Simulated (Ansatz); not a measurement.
Below is a relaxed structure of Al2Cu. The cell was found from a structure generator's guess, not taken from experiment.

Theory: DFT PBE, scalar-relativistic, plane waves, PAW (Ansatz 0.2.0). Cutoff 420 eV, Γ-centred mesh, Gaussian smearing, no spin polarisation.

```
Al Cu
1.0
     0.00000    2.97096    2.97096
     2.97096    0.00000    2.97096
     2.97096    2.97096    0.00000
Al Cu
2 1
Direct
  0.25000 0.25000 0.25000
  0.50000 0.50000 0.50000
  0.75000 0.75000 0.75000
```

Energies over the elements count from the elements' standard structures at the same level, with no fitted energy shifts.

Problem. Find its symmetry and describe it.

Solution. F-43m (No. 216). Conventional cell: a = 5.942 Å. Around Al on its first site lie 4 Al at 2.57 Å and 6 Cu at 2.97 Å; around Al on its second site lie 4 Al at 2.57 Å and 4 Cu at 2.57 Å; Cu has 4 Al at 2.57 Å and 6 Al at 2.97 Å.

Problem. How far does it lie from the elements in energy?

Solution. +0.16 eV/atom. The separate elements lie lower, so it is unstable against them.

Problem. Is it a metal?

Solution. Yes, bands cross the Fermi level on the 12×12×12 mesh.

The last run used a 12×12×12 mesh for its 3-atom cell and Gaussian smearing of 0.10 eV. A structure relaxed within its symmetry needn't be a true minimum. Another cell of Al2Cu relaxed alike, in Fm-3m (a Materials Project cell), lies 0.34 eV/atom lower, so this cell isn't the stable form at this level.
